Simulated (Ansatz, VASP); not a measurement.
Given: the input of a run of VASP 6.6.1 on Ru.

File INCAR:

```
SYSTEM = Ru
PREC = Accurate
ENCUT = 520
EDIFF = 1E-7
ISMEAR = -1
SIGMA = 0.05
LREAL = .False.
LASPH = .True.
NELM = 80
ALGO = Normal
ISIF = 2
LWAVE = .False.
LCHARG = .False.
GGA = VW
NBANDS = 21
```

The input KPOINTS:

```
Automatic mesh
0
Gamma
  11 11 6
  0 0 0
```

File POSCAR:

```
Ru
1.0
    2.7414067149      0.0000000000      0.0000000000
   -1.3707033574      2.3741278572      0.0000000000
    0.0000000000      0.0000000000      4.3382472512
Ru
2
Direct
    0.6666666667      0.3333333333      0.7500000000
    0.3333333333      0.6666666667      0.2500000000
```

Potentials or basis: VASP PAW PBE potentials, release 64 (Ru_pv).

Launch:

```console
$ cat potpaw_PBE.64/Ru_pv/POTCAR > POTCAR
$ mpirun -np 1 vasp_std > vasp.out
```

Set up the same calculation for Ansatz 0.2.0. Potentials there: Ansatz PAW.

As run (the cutoff follows the program's own potentials):

File input.yaml:

```yaml
crystal:
  lattice:
    - [2.7414067149, 0.0, 0.0]
    - [-1.3707033574, 2.3741278572, 0.0]
    - [0.0, 0.0, 4.3382472512]
  atoms:
    - { symbol: Ru, position: [0.6666666667, 0.3333333333, 0.75] }
    - { symbol: Ru, position: [0.3333333333, 0.6666666667, 0.25] }
hamiltonian:
  xc: { exchange: slater, correlation: vwn5 }
  pseudopotentials: { kind: paw }
kpoints:
  mp_grid: { grid: [11, 11, 6] }
scf:
  occupations: { method: fermi_dirac, width: 0.05 }
output:
  forces: true
  stress: true
  eigenvalues: true
```

Potentials or basis: Ansatz PAW.

Run with:

```console
$ ansatz run input.yaml --threads 2 --pin off --max-ram 5120MiB --backend cpu --events-out ev --progress --plain --runs-dir out
```

Both were run:

|  | VASP | Ansatz | Ansatz less VASP |
| --- | --- | --- | --- |
| gap on the k mesh at the Fermi level (eV) | none | none | - |
| pressure (GPa) | -23.5 | -23.3 | +0.19 |
| largest component of the traceless stress (GPa) | 1.04 | 1.05 | +0.005 |

A gap of «none» marks a metal or a gap that the smearing closes. The two sets of potentials don't hold the same shells in valence.

Caveats: so large a pressure means that the cell lies far from this level's equilibrium, or that cutoff or potentials fall short (VASP); the potentials were made for another functional, which shifts forces and pressure (VASP); the PAW data sets come from PBE, with cores solved anew for the run's functional, which leaves a small shift of forces and pressure (Ansatz).
